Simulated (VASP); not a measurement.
# InP: convergence, partial densities of the band edges

InP, F-43m (no. 216), 2 atoms in the cell. R2SCAN, partial densities of the band edges; PAW potentials In_d, P (PBE set). VASP 6.6.1.

Wanted: valence top by element within 0.01 shares; conduction bottom by element within 0.01 shares; evenness of the valence-top density within 0.02 (∫n)²/(V∫n²); evenness of the conduction-bottom density within 0.02 (∫n)²/(V∫n²).

POSCAR:
```
InP
1.0
    0.0000000000      2.9305000000      2.9305000000
    2.9305000000      0.0000000000      2.9305000000
    2.9305000000      2.9305000000      0.0000000000
In P
1 1
Direct
    0.0000000000      0.0000000000      0.0000000000
    0.7500000000      0.7500000000      0.7500000000
```

The series start from Cutoff ENCUT (eV): 500; k mesh: 5 × 5 × 5; PREC: Accurate; SCF threshold EDIFF (eV): 1e-6; ISYM: -1. Each series keeps the choices made before it, and each single choice may use up half of a tolerance. Times cover all steps of a run.

## Cutoff ENCUT (eV)

| Cutoff ENCUT (eV) | Valence top by element, largest deviation (shares) | Conduction bottom by element, largest deviation (shares) | Evenness of the valence-top density ((∫n)²/(V∫n²)) | Evenness of the conduction-bottom density ((∫n)²/(V∫n²)) | Time (s) |
|---|---|---|---|---|---|
| 250 | 0.007 | 0.004 | 0.320 | 0.392 | 53 |
| 300 | 0.007 | 0.004 | 0.321 | 0.393 | 52 |
| 350 | 0.004 | 0.003 | 0.321 | 0.393 | 122 |
| 400 | 0.004 | 0.003 | 0.321 | 0.393 | 124 |
| 500 | 0.010 | 0.006 | 0.321 | 0.393 | 169 |
| 600 | 0.001 | 0.001 | 0.321 | 0.393 | 233 |
| 750 (reference) | 0.000 | 0.000 | 0.321 | 0.393 | 315 |

Chosen: 600, the loosest value from which every tighter one stays within half of the tolerance.

## k mesh

| k mesh | Valence top by element, largest deviation (shares) | Conduction bottom by element, largest deviation (shares) | Evenness of the valence-top density ((∫n)²/(V∫n²)) | Evenness of the conduction-bottom density ((∫n)²/(V∫n²)) | Time (s) |
|---|---|---|---|---|---|
| 3 × 3 × 3 | 0.002 | 0.003 | 0.323 | 0.391 | 70 |
| 4 × 4 × 4 | 0.001 | 0.001 | 0.321 | 0.393 | 111 |
| 5 × 5 × 5 | 0.000 | 0.000 | 0.321 | 0.393 | 233 |
| 6 × 6 × 6 | 0.000 | 0.000 | 0.320 | 0.393 | 385 |
| 7 × 7 × 7 (reference) | 0.000 | 0.000 | 0.320 | 0.393 | 512 |

Chosen: 3 × 3 × 3.

## PREC

| PREC | Valence top by element, largest deviation (shares) | Conduction bottom by element, largest deviation (shares) | Evenness of the valence-top density ((∫n)²/(V∫n²)) | Evenness of the conduction-bottom density ((∫n)²/(V∫n²)) | Time (s) |
|---|---|---|---|---|---|
| Accurate | 0.000 | 0.000 | 0.323 | 0.391 | 70 |
| Normal | 0.003 | 0.002 | 0.323 | 0.391 | 54 |
| Single | 0.012 | 0.007 | 0.323 | 0.391 | 68 |

Chosen: Accurate; no other choice that stays within half of the tolerance saves 30 % of the time.

## SCF threshold EDIFF (eV)

| SCF threshold EDIFF (eV) | Valence top by element, largest deviation (shares) | Conduction bottom by element, largest deviation (shares) | Evenness of the valence-top density ((∫n)²/(V∫n²)) | Evenness of the conduction-bottom density ((∫n)²/(V∫n²)) | Time (s) |
|---|---|---|---|---|---|
| 0.001 | 0.000 | 0.000 | 0.323 | 0.391 | 56 |
| 0.0001 | 0.000 | 0.000 | 0.323 | 0.391 | 66 |
| 1e-5 | 0.000 | 0.000 | 0.323 | 0.391 | 67 |
| 1e-6 | 0.000 | 0.000 | 0.323 | 0.391 | 70 |
| 1e-7 (reference) | 0.000 | 0.000 | 0.323 | 0.391 | 93 |

Chosen: 0.001.

## ISYM

| ISYM | Valence top by element, largest deviation (shares) | Conduction bottom by element, largest deviation (shares) | Evenness of the valence-top density ((∫n)²/(V∫n²)) | Evenness of the conduction-bottom density ((∫n)²/(V∫n²)) | Time (s) |
|---|---|---|---|---|---|
| -1 | 0.000 | 0.000 | 0.323 | 0.391 | 56 |
| 2 | 0.000 | 0.000 | 0.323 | 0.391 | 23 |

Chosen: 2, the fastest of those that stay within half of the tolerance.

## All choices together

| Input | Valence top by element, largest deviation (shares) | Conduction bottom by element, largest deviation (shares) | Evenness of the valence-top density ((∫n)²/(V∫n²)) | Evenness of the conduction-bottom density ((∫n)²/(V∫n²)) | Time (s) |
|---|---|---|---|---|---|
| program defaults, k points 0.5 per Å apart (naive) | 0.017 | 0.008 | 0.321 | 0.392 | 5.7 |
| chosen settings | 0.003 | 0.002 | 0.323 | 0.391 | 23 |
| reference settings throughout | 0.000 | 0.000 | 0.320 | 0.393 | 1146 |

The tolerance is met.

Values of the reference run: Valence top by element: 0.1879, 0.8121 in the order of the elements; Conduction bottom by element: 0.5842, 0.4158 in the order of the elements.

## The input

INCAR.step1:
```
SYSTEM = InP
ALGO = Normal ; EDIFF = 0.001
ENCUT = 600 ; ISMEAR = 0
ISYM = 2 ; KPAR = 2
LASPH = .True. ; LCHARG = .False.
LMIXTAU = .True. ; LREAL = .False.
LWAVE = .True. ; METAGGA = R2SCAN
NBANDS = 16 ; NELM = 120
PREC = Accurate ; SIGMA = 0.02
```

INCAR.step2, as INCAR.step1 but for:
```
- KPAR = 2
- LWAVE = .True.
+ IBAND = 7 8 9
+ ISTART = 1
+ KPUSE = 1
+ LPARD = .True.
+ LWAVE = .False.
```

INCAR.step3, as INCAR.step2 but for:
```
- IBAND = 7 8 9
+ IBAND = 10
```

INCAR.step4, as INCAR.step3 but for:
```
- IBAND = 10
- KPUSE = 1
+ EINT = 3.1160 5.1170
+ NBMOD = -2
```

INCAR.step5, as INCAR.step4 but for:
```
- EINT = 3.1160 5.1170
- NBMOD = -2
+ IBAND = 9 10
+ LSEPB = .True.
```

KPOINTS:
```
Automatic mesh
0
Gamma
  3 3 3
  0 0 0
```

Commands (each step's output is kept before the next begins):
```
cat potpaw_PBE.64/In_d/POTCAR potpaw_PBE.64/P/POTCAR > POTCAR
cp INCAR.step1 INCAR
mpirun -np 2 vasp_std > vasp.out
cp INCAR.step2 INCAR
mpirun -np 1 vasp_std > vasp.out
mv PARCHG PARCHG.valence_top
cp INCAR.step3 INCAR
mpirun -np 1 vasp_std > vasp.out
mv PARCHG PARCHG.conduction_bottom
cp INCAR.step4 INCAR
mpirun -np 1 vasp_std > vasp.out
mv PARCHG PARCHG.top_2_eV_of_the_valence_band
cp INCAR.step5 INCAR
mpirun -np 1 vasp_std > vasp.out
```

The chosen input took VASP 6.6.1 23 s on 2 cores (Intel Xeon 6975P-C (Granite Rapids)), a shared host.

## An input that fails: band index beyond the bands computed

VASP's message: One or more band numbers passed in IBAND are larger than the total number of bands in WAVECAR. Please adjust your input and restart.

Changes against the starting input:
```
(step 2)
- IBAND = 7 8 9
+ IBAND = 999
```
